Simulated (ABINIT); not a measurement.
The system is TiB2.

```
CELL_PARAMETERS angstrom
3.02920 0.00000 0.00000
-1.51460 2.62336 0.00000
0.00000 0.00000 3.22840
ATOMIC_POSITIONS crystal
Ti 0.00000 0.00000 0.00000
B 0.66667 0.33333 0.50000
B 0.33333 0.66667 0.50000
```

Base run:

```yaml
Program: ABINIT 10.8.3 (patched build)
Functional: PBE
Potentials_or_basis: PseudoDojo NC SR PBE v0.5 standard
Cutoff: 1143 eV
k_mesh: 10 × 10 × 8
Occupations: fermi-dirac, width 0.05 eV
Spin: no spin polarisation
```

Its results: band gap on the k mesh none (metal or under the smearing width); pressure 0.2 GPa.

The run is repeated on the same cell with these changes: potentials or basis from PseudoDojo NC SR PBE v0.5 standard to SG15 NC PBE v1.2; cutoff from 1143 eV to 707 eV. What comes out?

Band gap on the k mesh none (metal or under the smearing width); pressure -0.7 GPa.
